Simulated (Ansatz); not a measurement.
HgTe in Ansatz: the effect of functional

HgTe:

```
Hg Te
1.0
     0.00000    3.22185    3.22185
     3.22185    0.00000    3.22185
     3.22185    3.22185    0.00000
Hg Te
1 1
Direct
  0.00000 0.00000 0.00000
  0.50000 0.50000 0.50000
```

Measurements of this composition are mostly on another form, of space group No. 216.

The cell isn't the ideal one: volume scaled by 1.04.

Alike in all runs:

- Program: Ansatz 0.2.0
- Task: single point
- Potentials or basis: Ansatz PAW
- k mesh: 7 × 7 × 7
- Occupations: fermi-dirac, width 0.05 eV
- Spin: no spin polarisation

```tsv
functional	cutoff	pressure (GPa)
LDA	420 eV (not typed: the program's choice for these potentials)	?
PBE	420 eV (not typed: the program's choice for these potentials)	-4.6
PBEsol	420 eV (not typed: the program's choice for these potentials)	-7.1
r2SCAN	500 eV (not typed: the program's choice for these potentials)	-5.8
```

Question: What does the run with functional LDA give?

Answer: Pressure -8.4 GPa.

Caveats: the PAW data sets come from PBE, with cores solved anew for the run's functional, which leaves a small shift of forces and pressure (some runs).
